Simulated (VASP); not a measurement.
# CdTe (F-43m) in VASP: notebook

The runs below take CdTe through single point, with PBEsol.

Program: VASP 6.6.1. These are calculated values, not measurements. Logs are shortened: lines on timing, memory, paths and dates and some standing lists are left out, and cuts for length are marked.

**What was measured.**

A printed reference work, data compilation reports, for a bulk crystal of CdTe at 0 K: band gap 1.607 eV.

The runs below are set against these values where they give the same quantity.

### 1 The cell of the first run

It takes space group F-43m (No. 216, cubic). Conventional cell: a = 6.279 Å, b = 6.279 Å, c = 6.279 Å, α = 90.00°, β = 90.00°, γ = 90.00°. Cd (site symmetry -43m) has 4 Te at 2.72 Å within 3.6 Å. Within 3.6 Å of Te (site symmetry -43m) lie 4 Cd at 2.72 Å.

### 2 Single point, PBEsol

INCAR

```
PREC = Accurate
ENCUT = 500
EDIFF = 1E-6
ISMEAR = 0
SIGMA = 0.01
LREAL = F
LASPH = T
NELM = 120
ALGO = Normal
ISIF = 2
LWAVE = F
LCHARG = F
GGA = PS
NBANDS = 16
GGA_COMPAT = F
```

KPOINTS

```
regular mesh
0
Gamma
  6 6 6
```

POSCAR

```
CdTe
1.0
    0.0000000000      3.1395734784      3.1395734784
    3.1395734784      0.0000000000      3.1395734784
    3.1395734784      3.1395734784      0.0000000000
Cd Te
1 1
Direct
    0.0000000000      0.0000000000      0.0000000000
    0.2500000000      0.2500000000      0.2500000000
```

Potentials or basis: VASP PAW PBE potentials, release 64 (Cd, Te).

Launch:

```sh
cat potpaw_PBE.64/Cd/POTCAR potpaw_PBE.64/Te/POTCAR > POTCAR
mpirun -np 1 vasp_std > vasp.out
```

OUTCAR:

```text
PREC = Accurate
   ENCUT = 500
   EDIFF = 1E-6
   ISMEAR = 0
   LREAL = F
   LASPH = T
   NELM = 120
   ISIF = 2
   GGA = PS

 ion  position               nearest neighbor table
   1  0.000  0.000  0.000-   2 2.72   2 2.72   2 2.72   2 2.72
   2  0.250  0.250  0.250-   1 2.72   1 2.72   1 2.72   1 2.72

  LATTYP: Found a face centered cubic cell.
 ALAT       =     6.2791469568

  Lattice vectors:

 A1 = (   0.0000000000,   3.1395734784,   3.1395734784)
 A2 = (   3.1395734784,   0.0000000000,   3.1395734784)
 A3 = (   3.1395734784,   3.1395734784,   0.0000000000)

Analysis of symmetry for initial positions (statically):
=====================================================================
 Subroutine PRICEL returns:
 Original cell was already a primitive cell.

 Routine SETGRP: Setting up the symmetry group for a
 face centered cubic supercell.

 Subroutine GETGRP returns: Found 24 space group operations
 (whereof 24 operations were pure point group operations)
 out of a pool of 48 trial point group operations.

The static configuration has the point symmetry T_d .

Analysis of symmetry for dynamics (positions and initial velocities):
=====================================================================
 Subroutine PRICEL returns:
 Original cell was already a primitive cell.

 Routine SETGRP: Setting up the symmetry group for a
 face centered cubic supercell.

 Subroutine GETGRP returns: Found 24 space group operations
 (whereof 24 operations were pure point group operations)
 out of a pool of 48 trial point group operations.

The dynamic configuration has the point symmetry T_d .

 Subroutine INISYM returns: Found 24 space group operations
 (whereof 24 operations are pure point group operations),
 and found     1 'primitive' translations

----------------------------------------------------------------------------------------

                                     Primitive cell

  volume of cell :      61.8931

  direct lattice vectors                    reciprocal lattice vectors
     0.000000000  3.139573478  3.139573478    -0.159257301  0.159257301  0.159257301
     3.139573478  0.000000000  3.139573478     0.159257301 -0.159257301  0.159257301
     3.139573478  3.139573478  0.000000000     0.159257301  0.159257301 -0.159257301

  length of vectors
     4.440027393  4.440027393  4.440027393     0.275841738  0.275841738  0.275841738

  position of ions in fractional coordinates (direct lattice)
     0.000000000  0.000000000  0.000000000
     0.250000000  0.250000000  0.250000000

  ion indices of the primitive-cell ions
   primitive index   ion index
                 1           1
                 2           2

----------------------------------------------------------------------------------------

 KPOINTS: regular mesh

Automatic generation of k-mesh.
 Grid dimensions read from file:
 generate k-points for:    6    6    6

 Generating k-lattice:

  Cartesian coordinates                     Fractional coordinates (reciprocal lattice)
    -0.026542884  0.026542884  0.026542884     0.166666667  0.000000000  0.000000000
     0.026542884 -0.026542884  0.026542884     0.000000000  0.166666667  0.000000000
     0.026542884  0.026542884 -0.026542884     0.000000000  0.000000000  0.166666667

  Length of vectors
     0.045973623  0.045973623  0.045973623

  Shift w.r.t. Gamma in fractional coordinates (k-lattice)
     0.000000000  0.000000000  0.000000000

 Subroutine IBZKPT returns following result:
 ===========================================

 Found     16 irreducible k-points:

 Following reciprocal coordinates:
            Coordinates               Weight
  0.000000  0.000000  0.000000      1.000000
  0.166667  0.000000  0.000000      8.000000
  0.333333  0.000000  0.000000      8.000000
  0.500000  0.000000  0.000000      4.000000
  0.166667  0.166667  0.000000      6.000000
  0.333333  0.166667  0.000000     24.000000
[... 8 lines left out ...]
 -0.333333  0.333333  0.166667     24.000000
 -0.333333  0.500000  0.166667     12.000000
   k-points           NKPTS =     16   k-points in BZ     NKDIM =     16   number of bands    NBANDS=     16
   number of dos      NEDOS =    301   number of ions     NIONS =      2
   total plane-waves  NPLWV =  32768
   dimension x,y,z NGX =    32 NGY =   32 NGZ =   32
   dimension x,y,z NGXF=    64 NGYF=   64 NGZF=   64
   ions per type =               1   1
   NGX,Y,Z   is equivalent  to a cutoff of  11.98, 11.98, 11.98 a.u.
   NGXF,Y,Z  is equivalent  to a cutoff of  23.96, 23.96, 23.96 a.u.
 SYSTEM =  unknown system
   PREC   = accura    normal or accurate (medium, high low for compatibility)
   ISTART =      0    job   : 0-new  1-cont  2-samecut
   ICHARG =      2    charge: 1-file 2-atom 10-const
   ISPIN  =      1    spin polarized calculation?
   LNONCOLLINEAR =      F non collinear calculations
   LSORBIT =      F    spin-orbit coupling
   LASPH  =      T    aspherical Exc in radial PAW
   ENCUT  =  500.0 eV  36.75 Ry    6.06 a.u.   8.10  8.10  8.10*2*pi/ulx,y,z
   NELM   =    120;   NELMIN=  2; NELMDL= -5     # of ELM steps
   EDIFF  = 0.1E-05   stopping-criterion for ELM
   LREAL  =      F    real-space projection
   EDIFFG = 0.1E-04   stopping-criterion for IOM
   NSW    =      0    number of steps for IOM
   IBRION =     -1    ionic relax: 0-MD 1-quasi-New 2-CG
   NFREE  =      0    steps in history (QN), initial steepest desc. (CG)
   ISIF   =      2    stress and relaxation
   ISYM   =      2    0-nonsym 1-usesym 2-fastsym
   POTIM  = 0.5000    time-step for ionic-motion
   TEBEG  =    0.0;   TEEND  =   0.0 temperature during run
   PSTRESS=    0.0 pullay stress
   NELECT =      18.0000    total number of electrons
   NUPDOWN=      -1.0000    fix difference up-down
   EMIN   =  10.00;   EMAX   =-10.00  energy-range for DOS
   EFERMI =   0.00;   METHOD = LEGACY
   ISMEAR =     0;   SIGMA  =   0.01  broadening in eV -4-tet -1-fermi 0-gaus
   EFERMI_NEDOS =   21; number of points for ismear=-14 and -15
   IALGO  =     38    algorithm
   IMIX   =      4    mixing-type and parameters
     AMIX     =   0.40;   BMIX     =  1.00
     AMIX_MAG =   1.60;   BMIX_MAG =  1.00
  volume/ion in A,a.u.               =      30.95       208.84
  Fermi-wavevector in a.u.,A,eV,Ry     =   1.084638  2.049670 16.006447  1.176441
  Thomas-Fermi vector in A             =   2.220733
   LORBIT       =      0    0 simple, 1 ext, 2 COOP (PROOUT), +10 PAW based schemes
   GGA     = PS    functional components
   LHFCALC =     F    Hartree Fock is set to
   AEXX    =    0.0000 exact exchange contribution
   IVDW    =     0    specifies the selected vdW correction
   LEPSILON=     F    determine dielectric tensor
   LRPA    =     F    only Hartree local field effects (RPA)
 non-spin polarized calculation
 Gauss-broadening in eV      SIGMA  =   0.01
  energy-cutoff  :      500.00
  volume of cell :       61.89
 maximum number of plane-waves:      1591
   NGX = 17   NGY = 17   NGZ = 17

 number of electron      17.9999991 magnetization

 Free energy of the ion-electron system (eV)
  ---------------------------------------------------
  ext. energy  EPLUGINS =         0.00000000
  ---------------------------------------------------
  free energy    TOTEN  =        -5.38027427 eV

  energy without entropy =       -5.38027427  energy(sigma->0) =       -5.38027427

 E-fermi :   3.1875     XC(G=0):  -9.2076

 val. band max:        3.1339745868   @ k =   0.0000   0.0000   0.0000
 cond. band min:       4.0819507444   @ k =   0.0000   0.0000   0.0000
 fundamental gap:      0.9479761576
 Fermi energy:         3.1874610717

 k-point     1 :       0.0000    0.0000    0.0000
  band No.  band energies     occupation
      1      -8.6752      2.00000
      2      -5.5116      2.00000
      3      -5.5116      2.00000
      4      -5.5116      2.00000
      5      -5.1689      2.00000
      6      -5.1689      2.00000
[... 8 lines left out ...]
     15      12.6421      0.00000
     16      12.6421      0.00000

 k-point     2 :       0.1667    0.0000    0.0000
  band No.  band energies     occupation
      1      -8.5499      2.00000
      2      -5.4870      2.00000
      3      -5.4870      2.00000
      4      -5.4223      2.00000
      5      -5.1709      2.00000
      6      -5.1709      2.00000
[... 8 lines left out ...]
     15      11.5843      0.00000
     16      11.5843      0.00000

 k-point     3 :       0.3333    0.0000    0.0000
  band No.  band energies     occupation
      1      -8.2966      2.00000
      2      -5.4449      2.00000
      3      -5.4449      2.00000
      4      -5.1659      2.00000
      5      -5.1659      2.00000
      6      -5.0870      2.00000
[... 8 lines left out ...]
     15      12.0632      0.00000
     16      12.0632      0.00000

 k-point     4 :       0.5000    0.0000    0.0000
  band No.  band energies     occupation
      1      -8.1721      2.00000
      2      -5.4288      2.00000
      3      -5.4288      2.00000
      4      -5.1574      2.00000
      5      -5.1574      2.00000
      6      -4.7396      2.00000
[... 8 lines left out ...]
     15      13.6130      0.00000
     16      13.6130      0.00000
[... 172 lines left out ...]
 k-point    14 :       0.5000    0.3333    0.1667
  band No.  band energies     occupation
      1      -8.1366      2.00000
      2      -5.3857      2.00000
      3      -5.3785      2.00000
      4      -5.2318      2.00000
      5      -5.1536      2.00000
      6      -4.8084      2.00000
[... 8 lines left out ...]
     15      13.6520      0.00000
     16      14.8235      0.00000

 k-point    15 :      -0.3333    0.3333    0.1667
  band No.  band energies     occupation
      1      -8.0588      2.00000
      2      -5.3779      2.00000
      3      -5.3575      2.00000
      4      -5.2041      2.00000
      5      -5.1678      2.00000
      6      -4.5427      2.00000
[... 8 lines left out ...]
     15      13.8218      0.00000
     16      14.6642      0.00000

 k-point    16 :      -0.3333    0.5000    0.1667
  band No.  band energies     occupation
      1      -8.0208      2.00000
      2      -5.3475      2.00000
      3      -5.3339      2.00000
      4      -5.2354      2.00000
      5      -5.1544      2.00000
      6      -4.4773      2.00000
[... 8 lines left out ...]
     15      14.5665      0.00000
     16      14.7619      0.00000

------------------------ aborting loop because EDIFF is reached ----------------------------------------

  FORCE on cell =-STRESS in cart. coord.  units (eV):
  Direction    XX          YY          ZZ          XY          YZ          ZX
  --------------------------------------------------------------------------------------
  -------------------------------------------------------------------------------------
  Total        2.1008381      2.1008381      2.1008381     -0.0000000      0.0000000     -0.0000000
  in kB       54.3827556     54.3827556     54.3827556     -0.0000000      0.0000000     -0.0000000
  external PRESSURE =      54.3827556 kB  Pullay stress =       0.0000000 kB

 VOLUME and BASIS-vectors are now :
 -----------------------------------------------------------------------------
  energy-cutoff  :      500.00
  volume of cell :       61.89
      direct lattice vectors                 reciprocal lattice vectors
     0.000000000  3.139573478  3.139573478    -0.159257301  0.159257301  0.159257301
     3.139573478  0.000000000  3.139573478     0.159257301 -0.159257301  0.159257301
     3.139573478  3.139573478  0.000000000     0.159257301  0.159257301 -0.159257301

 POSITION                                       TOTAL-FORCE (eV/Angst)
 -----------------------------------------------------------------------------------
      0.00000      0.00000      0.00000        -0.000000     -0.000000     -0.000000
      1.56979      1.56979      1.56979         0.000000      0.000000      0.000000
 -----------------------------------------------------------------------------------
    total drift:                               -0.000000     -0.000000     -0.000000

  FREE ENERGIE OF THE ION-ELECTRON SYSTEM (eV)
  ---------------------------------------------------
  free  energy   TOTEN  =        -5.3802742707 eV

  energy  without entropy=       -5.3802742707  energy(sigma->0) =       -5.38027427
```

Run time: 5.6 s. Hardware: 1 thread of Intel Xeon 6975P-C (Granite Rapids), shared host; peak memory 0.17 GiB.

What came out:

* Free energy: -5.3803 eV
* Pressure: 5.4 GPa
* Band gap on the k mesh: 0.95 eV, direct

Caveat: the PAW data sets were made with another functional, which shifts forces and pressure a little; spin-orbit coupling is left out, which moves the levels of the heavy elements. PBEsol gaps usually lie below the measured ones, often by a third to a half.

### 3 Single point, PBEsol

This run uses another cell than the first one, of 31.93 Å³/atom, 1.032 times its volume.

INCAR

```
ALGO = Normal
EDIFF = 1E-6
ENCUT = 500
GGA = PS
GGA_COMPAT = F
ISIF = 2
ISMEAR = 0
LASPH = T
LCHARG = F
LREAL = F
LWAVE = F
NBANDS = 16
NELM = 120
PREC = Accurate
SIGMA = 0.01
```

KPOINTS

```
k-points
0
Gamma
  6 6 6
```

POSCAR

```
CdTe
1.0
    0.0000000000      3.1726240491      3.1726240491
    3.1726240491      0.0000000000      3.1726240491
    3.1726240491      3.1726240491      0.0000000000
Cd Te
1 1
Direct
    0.0000000000      0.0000000000      0.0000000000
    0.2500000000      0.2500000000      0.2500000000
```

Potentials or basis: VASP PAW PBE potentials, release 64 (Cd, Te).

Launch:

```sh
cat potpaw_PBE.64/Cd/POTCAR potpaw_PBE.64/Te/POTCAR > POTCAR
mpirun -np 1 vasp_std > vasp.out
```

Wall time 7.6 s (1 thread of Intel Xeon 6975P-C (Granite Rapids), shared host); peak memory 0.2 GiB.

Results (log left out):

```
Free energy            : -5.4352 eV
Pressure               : 3.5 GPa
Band gap on the k mesh : 0.85 eV, direct
```

Levels at points of the mesh, in eV from the valence-band top:
```
           k point  band 5  band 6  band 7  band 8  band 9  band 10  band 11  band 12  band 13  band 14
(0.00, 0.00, 0.00)   -8.19   -8.19    0.00    0.00    0.00     0.85     4.49     4.49     4.49     7.38
(0.50, 0.00, 0.00)   -8.18   -7.79   -4.86   -0.88   -0.88     1.79     5.09     5.09     6.94     8.78
(0.50, 0.50, 0.00)   -8.15   -7.63   -4.67   -2.12   -2.12     2.34     2.56     9.08     9.39     9.39
```

Caveat: the PAW data sets were made with another functional, which shifts forces and pressure a little; spin-orbit coupling is left out, which moves the levels of the heavy elements.

(Continued in part 2 of 2.)
